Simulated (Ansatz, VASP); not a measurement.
This is a calculation of TePb for VASP 6.6.1. 

INCAR

```
SYSTEM = TePb
PREC     = Accurate       ! precision mode
ENCUT    = 600            ! plane-wave cutoff, eV
EDIFF    = 1E-6           ! SCF threshold, eV
ISMEAR   = -1             ! smearing method
SIGMA    = 0.05           ! smearing width, eV
LREAL    = .False.        ! projectors in reciprocal space
LASPH    = .True.         ! aspherical terms in the spheres
NELM     = 100            ! most SCF steps
ALGO     = Normal         ! electronic algorithm
ISIF     = 3              ! what is computed and relaxed
LWAVE    = .False.        ! write WAVECAR
LCHARG   = .False.        ! write CHGCAR
GGA      = PS             ! functional
IVDW     = 12             ! dispersion correction
IBRION   = 2              ! ionic algorithm
NSW      = 60             ! ionic steps
EDIFFG   = -0.02          ! ionic threshold
```

The input KPOINTS:

```
regular mesh
0
Gamma
  7 7 7
  0 0 0
```

File POSCAR:

```
TePb
1.0
    0.0000000000      3.2310000000      3.2310000000
    3.2310000000      0.0000000000      3.2310000000
    3.2310000000      3.2310000000      0.0000000000
Pb Te
1 1
Direct
    0.0000000000      0.0000000000      0.0000000000
    0.5000000000      0.5000000000      0.5000000000
```

Potentials or basis: VASP PAW PBE potentials, release 64 (Pb_d, Te).

Run with:

```bash
$ cat potpaw_PBE.64/Pb_d/POTCAR potpaw_PBE.64/Te/POTCAR > POTCAR
$ mpirun -np 1 vasp_std > vasp.out
```

Question: What does the same run look like in Ansatz 0.2.0? Potentials or basis there: all-electron LAPW, scalar-relativistic.

Answer: As run (cutoffs and basis follow the program's own potentials, and thresholds, step limits or extra output files can differ):

Contents of input.yaml:

```yaml
crystal:
  lattice:
    - [0.0, 3.231, 3.231]
    - [3.231, 0.0, 3.231]
    - [3.231, 3.231, 0.0]
  atoms:
    - { symbol: Pb, position: [0.0, 0.0, 0.0] }
    - { symbol: Te, position: [0.5, 0.5, 0.5] }
kpoints:
  mp_grid: { grid: [7, 7, 7] }
scf:
  occupations: { method: fermi_dirac, width: 0.05 }
hamiltonian:
  xc: pbesol
  dispersion: d3bj
  pseudopotentials: { kind: all_electron, lapw: { basis_error: 0.001 } }
output:
  forces: true
  stress: true
relax:
  f_tol: 0.02
  max_steps: 60
  cell: {}
```

Potentials or basis: all-electron LAPW, scalar-relativistic.

Run with:

```bash
$ ansatz run input.yaml --threads 1 --pin off --max-ram 3072MiB --backend cpu --events-out ev --progress --plain --runs-dir out
```

Both were run:

|  | VASP | Ansatz |
| --- | --- | --- |
| Relaxed volume | 32.00 Å³/atom | 32.00 Å³/atom |
| Relaxed cell | a = 4.490 Å, b = 4.490 Å, c = 4.490 Å, α = 60.00°, β = 60.00°, γ = 60.00° | a = 4.490 Å, b = 4.490 Å, c = 4.490 Å, α = 60.00°, β = 60.00°, γ = 60.00° |
| Space group after relaxing | Fm-3m (No. 225) | Fm-3m (No. 225) |
| Pressure after relaxing | 0.0 GPa | 0.0 GPa |

VASP's potentials were made for PBE.

Where Ansatz's input types no cutoff or centring, it takes its own default and a Γ-centred mesh.

Pressure is positive in compression.
